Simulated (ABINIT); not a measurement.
## Ir: band structure with BLYP

Ir:

```
CELL_PARAMETERS angstrom
2.75138 0.00000 0.00000
-1.37569 2.38276 0.00000
0.00000 0.00000 4.46229
ATOMIC_POSITIONS crystal
Ir 0.33333 0.66667 0.25000
Ir 0.66667 0.33333 0.75000
```

This isn't the form of Ir at room conditions, which is fcc.

| Item | Value |
| --- | --- |
| Program | ABINIT 10.8.3 (patched build) |
| Task | band structure |
| Functional | BLYP |
| Potentials or basis | JTH PAW PBE v2.0 |
| Cutoff | 517 eV |
| k mesh | 11 × 11 × 6 |
| Occupations | fermi-dirac, width 0.05 eV |
| Spin | no spin polarisation |
| Fine-grid cutoff | 1034.03 eV |

| Quantity | Value |
| --- | --- |
| Pressure | 15.6 GPa |
| Band gap on the k mesh | none (metal or under the smearing width) |
| Valence electrons inside the program's atomic spheres | Ir 13.58 (radii [1.3286] Å) |

Stress tensor (GPa, compression positive):
```
15.62  0.00  0.00
 0.00 15.62  0.00
 0.00  0.00 15.41
```

Levels at the corners of the path, in eV from the Fermi level:
| point | band 12 | band 13 | band 14 | band 15 | band 16 | band 17 | band 18 | band 19 | band 20 | band 21 |
| --- | --- | --- | --- | --- | --- | --- | --- | --- | --- | --- |
| Γ | -3.03 | -3.03 | -2.28 | -2.28 | -0.40 | 0.26 | 0.26 | 6.68 | 8.14 | 8.23 |
| M | -3.10 | -2.81 | 0.67 | 0.91 | 1.07 | 2.93 | 4.33 | 7.85 | 8.08 | 8.40 |
| K | -3.99 | -2.27 | -0.04 | -0.04 | 0.30 | 4.36 | 4.36 | 6.10 | 8.16 | 8.16 |
| Γ | -3.03 | -3.03 | -2.28 | -2.28 | -0.40 | 0.26 | 0.26 | 6.68 | 8.14 | 8.23 |
| A | -3.76 | -3.76 | -3.76 | -0.46 | -0.46 | -0.46 | -0.46 | 8.14 | 8.14 | 13.59 |
| L | -2.02 | -0.75 | -0.75 | 0.91 | 0.91 | 2.11 | 2.11 | 7.25 | 7.25 | 8.28 |
| H | -3.85 | -2.27 | -2.27 | 0.29 | 0.29 | 7.13 | 7.13 | 7.31 | 7.31 | 8.33 |
| A | -3.76 | -3.76 | -3.76 | -0.46 | -0.46 | -0.46 | -0.46 | 8.14 | 8.14 | 13.59 |

Wall time 59 s on 1 thread of Arm Neoverse V1, on a shared host, peak memory 0.12 GiB.

Caveat: the PAW data sets were made with another functional, which shifts forces and pressure a little; spin-orbit coupling is left out, which moves the levels of the heavy elements.
